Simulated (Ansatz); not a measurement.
# Lattice vibrations of Mo2Se3 at Γ

Level of theory: DFT PBE, scalar-relativistic, plane waves, PAW (Ansatz). Settings: 420 eV plane-wave cutoff, Γ-centred 12×12×4 mesh, Gaussian smearing of 0.10 eV. No spin polarisation. Phonons by linear response, acoustic sum rule imposed.

The cell, relaxed at this level:
```
CELL_PARAMETERS angstrom
3.32491 0.00000 0.00000
-1.66246 2.87946 0.00000
0.00000 0.00000 11.53691
ATOMIC_POSITIONS crystal
Mo 0.33333 0.66667 0.15631
Mo 0.33333 0.66667 0.84369
Se 0.00000 0.00000 0.29878
Se 0.00000 0.00000 0.70122
Se 0.00000 0.00000 0.00000
```

It was reached by relaxing an invented guess, and it needn't be the stable form of this composition. In a metal, frequencies depend on the k mesh and the smearing, soft modes most. No dispersion correction is applied, so modes and constants that involve weak contacts between layers, chains or molecules come out too soft.

Optical modes at Γ:
| frequency (cm⁻¹) | degeneracy |
| --- | --- |
| 55 | 2 |
| 101 | 1 |
| 163 | 2 |
| 218 | 1 |
| 220 | 2 |
| 252 | 2 |
| 288 | 1 |
| 295 | 1 |

All 12 optical modes at Γ are real: no displacement of atoms at fixed cell lowers the energy to second order. Strains and modes at other wave vectors aren't tested by this run.
